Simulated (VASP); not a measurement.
# C2H4 in VASP: relaxation of the atoms with PBE

Aim: the relaxation of the atoms of C2H4 with PBE.

All numbers are computed with VASP 6.6.1; they aren't measurements. Logs are shortened: lines on timing, memory, paths and dates and some standing lists are left out, and cuts for length are marked.

### 1 Starting point

The cell holds a molecule in a box, 6 atoms: a = 13.015 Å, b = 13.515 Å, c = 14.015 Å, α = 90.00°, β = 90.00°, γ = 90.00°.

### 2 Relaxation of the atoms, PBE

The input, INCAR:

```
SYSTEM = H2C
  PREC = Accurate
  ENCUT = 400
  EDIFF = 1E-6
  ISMEAR = 0
  SIGMA = 0.01
  LREAL = .False.
  LASPH = .True.
  NELM = 80
  ALGO = Normal
  ISIF = 2
  LWAVE = .False.
  LCHARG = .False.
  GGA = PE
  IBRION = 2
  NSW = 120
  EDIFFG = -0.03
  ISYM = 0
```

The input, KPOINTS:

```
Automatic mesh
0
Gamma
  1 1 1
  0 0 0
```

The input, POSCAR:

```
H2C
1.0
   13.0146151263      0.0000000000      0.0000000000
    0.0000000000     13.5146151263      0.0000000000
    0.0000000000      0.0000000000     14.0146151263
C H
2 4
Selective dynamics
Direct
    0.5432027013      0.4875295362      0.4812177698  F F F
    0.4567955028      0.5198696387      0.5187782059  T T T
    0.5650574064      0.4106668549      0.4842017592  T T T
    0.5963374499      0.5363230934      0.4456444731  T T T
    0.4349450874      0.5967332063      0.5158024784  T T T
    0.4036618521      0.4710758609      0.5543553135  T T T
```

Potentials or basis: VASP PAW PBE potentials, release 64 (C, H).

Run with:

```sh
cat potpaw_PBE.64/C/POTCAR potpaw_PBE.64/H/POTCAR > POTCAR
mpirun -np 1 vasp_gam > vasp.out
```

OUTCAR:

```text
SYSTEM = H2C
   PREC = Accurate
   ENCUT = 400
   EDIFF = 1E-6
   ISMEAR = 0
   LREAL = .False.
   LASPH = .True.
   NELM = 80
   ISIF = 2
   GGA = PE
   IBRION = 2
   NSW = 120
   EDIFFG = -0.03
   ISYM = 0

 ion  position               nearest neighbor table
   1  0.543  0.488  0.481-   4 1.08   3 1.08   2 1.32
   2  0.457  0.520  0.519-   6 1.08   5 1.08   1 1.32
   3  0.565  0.411  0.484-   1 1.08
   4  0.596  0.536  0.446-   1 1.08
   5  0.435  0.597  0.516-   2 1.08
   6  0.404  0.471  0.554-   2 1.08

IMPORTANT INFORMATION: All symmetrisations will be switched off!
NOSYMM: (Re-)initialisation of all symmetry stuff for point group C_1.

----------------------------------------------------------------------------------------

                                     Primitive cell

  volume of cell :    2464.9958

  direct lattice vectors                    reciprocal lattice vectors
    13.014615126  0.000000000  0.000000000     0.076836694  0.000000000  0.000000000
     0.000000000 13.514615126  0.000000000     0.000000000  0.073993968  0.000000000
     0.000000000  0.000000000 14.014615126     0.000000000  0.000000000  0.071354082

  length of vectors
    13.014615126 13.514615126 14.014615126     0.076836694  0.073993968  0.071354082

  position of ions in fractional coordinates (direct lattice)
     0.543202701  0.487529536  0.481217770
     0.456795503  0.519869639  0.518778206
     0.565057406  0.410666855  0.484201759
     0.596337450  0.536323093  0.445644473
     0.434945087  0.596733206  0.515802478
     0.403661852  0.471075861  0.554355313

  ion indices of the primitive-cell ions
   primitive index   ion index
                 1           1
                 2           2
                 3           3
                 4           4
                 5           5
                 6           6

----------------------------------------------------------------------------------------

 KPOINTS: Automatic mesh

Automatic generation of k-mesh.
 Grid dimensions read from file:
 generate k-points for:    1    1    1

 Generating k-lattice:

  Cartesian coordinates                     Fractional coordinates (reciprocal lattice)
     0.076836694  0.000000000  0.000000000     1.000000000  0.000000000  0.000000000
     0.000000000  0.073993968  0.000000000     0.000000000  1.000000000  0.000000000
     0.000000000  0.000000000  0.071354082     0.000000000  0.000000000  1.000000000

  Length of vectors
     0.076836694  0.073993968  0.071354082

  Shift w.r.t. Gamma in fractional coordinates (k-lattice)
     0.000000000  0.000000000  0.000000000

 Subroutine IBZKPT returns following result:
 ===========================================

 Found      1 irreducible k-points:

 Following reciprocal coordinates:
            Coordinates               Weight
  0.000000  0.000000  0.000000      1.000000
   k-points           NKPTS =      1   k-points in BZ     NKDIM =      1   number of bands    NBANDS=     10
   number of dos      NEDOS =    301   number of ions     NIONS =      6
   total plane-waves  NPLWV = 777600
   dimension x,y,z NGX =    90 NGY =   90 NGZ =   96
   dimension x,y,z NGXF=   180 NGYF=  180 NGZF=  192
   ions per type =               2   4
   NGX,Y,Z   is equivalent  to a cutoff of  11.50, 11.07, 11.39 a.u.
   NGXF,Y,Z  is equivalent  to a cutoff of  22.99, 22.14, 22.78 a.u.
 SYSTEM =  H2C
   PREC   = accura    normal or accurate (medium, high low for compatibility)
   ISTART =      0    job   : 0-new  1-cont  2-samecut
   ICHARG =      2    charge: 1-file 2-atom 10-const
   ISPIN  =      1    spin polarized calculation?
   LNONCOLLINEAR =      F non collinear calculations
   LSORBIT =      F    spin-orbit coupling
   LASPH  =      T    aspherical Exc in radial PAW
   ENCUT  =  400.0 eV  29.40 Ry    5.42 a.u.  21.22 22.04 22.85*2*pi/ulx,y,z
   NELM   =     80;   NELMIN=  2; NELMDL= -5     # of ELM steps
   EDIFF  = 0.1E-05   stopping-criterion for ELM
   LREAL  =      F    real-space projection
   EDIFFG = -.3E-01   stopping-criterion for IOM
   NSW    =    120    number of steps for IOM
   IBRION =      2    ionic relax: 0-MD 1-quasi-New 2-CG
   NFREE  =      1    steps in history (QN), initial steepest desc. (CG)
   ISIF   =      2    stress and relaxation
   ISYM   =      0    0-nonsym 1-usesym 2-fastsym
   POTIM  = 0.5000    time-step for ionic-motion
   TEBEG  =    0.0;   TEEND  =   0.0 temperature during run
   PSTRESS=    0.0 pullay stress
   NELECT =      12.0000    total number of electrons
   NUPDOWN=      -1.0000    fix difference up-down
   EMIN   =  10.00;   EMAX   =-10.00  energy-range for DOS
   EFERMI =   0.00;   METHOD = LEGACY
   ISMEAR =     0;   SIGMA  =   0.01  broadening in eV -4-tet -1-fermi 0-gaus
   EFERMI_NEDOS =   21; number of points for ismear=-14 and -15
   IALGO  =     38    algorithm
   IMIX   =      4    mixing-type and parameters
     AMIX     =   0.40;   BMIX     =  1.00
     AMIX_MAG =   1.60;   BMIX_MAG =  1.00
  volume/ion in A,a.u.               =     410.83      2772.44
  Fermi-wavevector in a.u.,A,eV,Ry     =   0.277458  0.524319  1.047413  0.076983
  Thomas-Fermi vector in A             =   1.123187
   LORBIT       =      0    0 simple, 1 ext, 2 COOP (PROOUT), +10 PAW based schemes
   GGA     = PE    functional components
   LHFCALC =     F    Hartree Fock is set to
   AEXX    =    0.0000 exact exchange contribution
   IVDW    =     0    specifies the selected vdW correction
   LEPSILON=     F    determine dielectric tensor
   LRPA    =     F    only Hartree local field effects (RPA)
 conjugate gradient relaxation of ions
 non-spin polarized calculation
 Gauss-broadening in eV      SIGMA  =   0.01
  energy-cutoff  :      400.00
  volume of cell :     2465.00
 maximum number of plane-waves:     22382
 NGX is ok and might be reduce to    90
   NGX = 43   NGY = 45   NGZ = 45

--------------------------------------- Ionic step        1  -------------------------------------------

 number of electron      11.9999998 magnetization

 Free energy of the ion-electron system (eV)
  ---------------------------------------------------
  ext. energy  EPLUGINS =         0.00000000
  ---------------------------------------------------
  free energy    TOTEN  =       -31.95268112 eV

  energy without entropy =      -31.95268112  energy(sigma->0) =      -31.95268112

------------------------ aborting loop because EDIFF is reached ----------------------------------------

  FORCE on cell =-STRESS in cart. coord.  units (eV):
  Direction    XX          YY          ZZ          XY          YZ          ZX
  --------------------------------------------------------------------------------------
  -------------------------------------------------------------------------------------
  Total        0.9860721      1.1033467     -0.1012624     -0.2229831     -0.1961046     -0.7992515
  in kB        0.6409189      0.7171440     -0.0658177     -0.1449327     -0.1274624     -0.5194908
  external PRESSURE =       0.4307484 kB  Pullay stress =       0.0000000 kB

 VOLUME and BASIS-vectors are now :
 -----------------------------------------------------------------------------
  energy-cutoff  :      400.00
  volume of cell :     2465.00
      direct lattice vectors                 reciprocal lattice vectors
    13.014615126  0.000000000  0.000000000     0.076836694  0.000000000  0.000000000
     0.000000000 13.514615126  0.000000000     0.000000000  0.073993968  0.000000000
     0.000000000  0.000000000 14.014615126     0.000000000  0.000000000  0.071354082

 POSITION                                       TOTAL-FORCE (eV/Angst)
 -----------------------------------------------------------------------------------
      7.06957      6.58877      6.74408         0.445355     -0.173915     -0.208071
      5.94502      7.02584      7.27048        -0.445454      0.173593      0.208755
      7.35400      5.55000      6.78590         0.113667     -0.500106      0.032629
      7.76110      7.24820      6.24554         0.313705      0.333898     -0.233100
      5.66064      8.06462      7.22877        -0.113822      0.500351     -0.032987
      5.25350      6.36641      7.76908        -0.313450     -0.333820      0.232773
 -----------------------------------------------------------------------------------
    total drift:                                0.000060      0.000544      0.000002
[... 270 lines left out ...]
 POSITION                                       TOTAL-FORCE (eV/Angst)
 -----------------------------------------------------------------------------------
      7.06957      6.58877      6.74408         0.034083     -0.013634     -0.015664
      5.93129      7.03122      7.27692         0.003908     -0.001332     -0.001831
      7.35494      5.53574      6.78808        -0.007752     -0.016300      0.007277
      7.76815      7.25933      6.23958         0.000803      0.018723     -0.004267
      5.65096      8.08605      7.22993        -0.020889     -0.016037      0.014095
      5.23612      6.35557      7.78057        -0.010153      0.028580      0.000390
 -----------------------------------------------------------------------------------
    total drift:                               -0.000371      0.000357     -0.000055

  FREE ENERGIE OF THE ION-ELECTRON SYSTEM (eV)
  ---------------------------------------------------
  free  energy   TOTEN  =       -31.9757184385 eV

  energy  without entropy=      -31.9757184385  energy(sigma->0) =      -31.97571844

--------------------------------------- Ionic step        9  -------------------------------------------

 number of electron      11.9999999 magnetization

 Free energy of the ion-electron system (eV)
  ---------------------------------------------------
  ext. energy  EPLUGINS =         0.00000000
  ---------------------------------------------------
  free energy    TOTEN  =       -31.97587025 eV

  energy without entropy =      -31.97587025  energy(sigma->0) =      -31.97587025

 E-fermi :  -6.5790     XC(G=0):  -0.3905

 val. band max:       -6.6846159002   @ k =   0.0000   0.0000   0.0000
 cond. band min:      -1.0093646762   @ k =   0.0000   0.0000   0.0000
 fundamental gap:      5.6752512240
 Fermi energy:        -6.5790239301

 k-point     1 :       0.0000    0.0000    0.0000
  band No.  band energies     occupation
      1     -18.7166      2.00000
      2     -14.1314      2.00000
      3     -11.3582      2.00000
      4     -10.1027      2.00000
      5      -8.4107      2.00000
      6      -6.6846      2.00000
      7      -1.0094      0.00000
      8      -0.3438      0.00000
      9       0.3166      0.00000
     10       0.3639      0.00000

------------------------ aborting loop because EDIFF is reached ----------------------------------------

  FORCE on cell =-STRESS in cart. coord.  units (eV):
  Direction    XX          YY          ZZ          XY          YZ          ZX
  --------------------------------------------------------------------------------------
  -------------------------------------------------------------------------------------
  Total       -0.4769851     -0.5022474     -0.5403286     -0.0190969     -0.0025876     -0.0417458
  in kB       -0.3100268     -0.3264466     -0.3511982     -0.0124125     -0.0016819     -0.0271336
  external PRESSURE =      -0.3292239 kB  Pullay stress =       0.0000000 kB

 VOLUME and BASIS-vectors are now :
 -----------------------------------------------------------------------------
  energy-cutoff  :      400.00
  volume of cell :     2465.00
      direct lattice vectors                 reciprocal lattice vectors
    13.014615126  0.000000000  0.000000000     0.076836694  0.000000000  0.000000000
     0.000000000 13.514615126  0.000000000     0.000000000  0.073993968  0.000000000
     0.000000000  0.000000000 14.014615126     0.000000000  0.000000000  0.071354082

 POSITION                                       TOTAL-FORCE (eV/Angst)
 -----------------------------------------------------------------------------------
      7.06957      6.58877      6.74408         0.005573     -0.002505     -0.002389
      5.93102      7.03135      7.27705        -0.007946      0.003216      0.003635
      7.35331      5.53499      6.78909        -0.000502     -0.000133      0.000357
      7.76713      7.26107      6.23977        -0.000292      0.000154     -0.000161
      5.64730      8.08523      7.23204         0.001114     -0.002541     -0.000287
      5.23347      6.35889      7.78140         0.002053      0.001808     -0.001154
 -----------------------------------------------------------------------------------
    total drift:                               -0.000520      0.000420     -0.000007

  FREE ENERGIE OF THE ION-ELECTRON SYSTEM (eV)
  ---------------------------------------------------
  free  energy   TOTEN  =       -31.9758702519 eV

  energy  without entropy=      -31.9758702519  energy(sigma->0) =      -31.97587025

 reached required accuracy - stopping structural energy minimisation
```

It took 5.4 min on 1 thread of Intel Xeon Platinum 8488C (Sapphire Rapids), shared host; peak memory 1.5 GiB.

Results:

```
Free energy                     : -31.9759 eV
Energy gained by relaxing       : 3.9 meV/atom
Ionic steps                     : 9
Gap between the frontier levels : 5.68 eV
```

Step by step:
```tsv
step	energy change (eV)	largest force (eV/Å)	pressure (GPa)
1	0.0000	0.5217	0.04
2	-0.0156	0.7088	-0.06
3	-0.0209	0.3127	-0.03
4	-0.0153	0.9631	-0.04
5	-0.0224	0.2948	-0.03
6	-0.0228	0.0772	-0.03
7	-0.0228	0.0584	-0.03
8	-0.0230	0.0399	-0.03
9	-0.0232	0.0093	-0.03
```

Final structure:
```
CELL_PARAMETERS angstrom
13.01462 0.00000 0.00000
0.00000 13.51462 0.00000
0.00000 0.00000 14.01462
ATOMIC_POSITIONS crystal
C 0.54320 0.48753 0.48122
C 0.45572 0.52028 0.51925
H 0.56500 0.40956 0.48443
H 0.59680 0.53728 0.44523
H 0.43392 0.59826 0.51604
H 0.40212 0.47052 0.55523
```

Caveat: the cutoff is under 1.25 times the usual one of these potentials, so pressure, stress and relaxed cells hold a basis-set (Pulay) error. A hybrid or GW would open this gap; PBE tends to underestimate it.
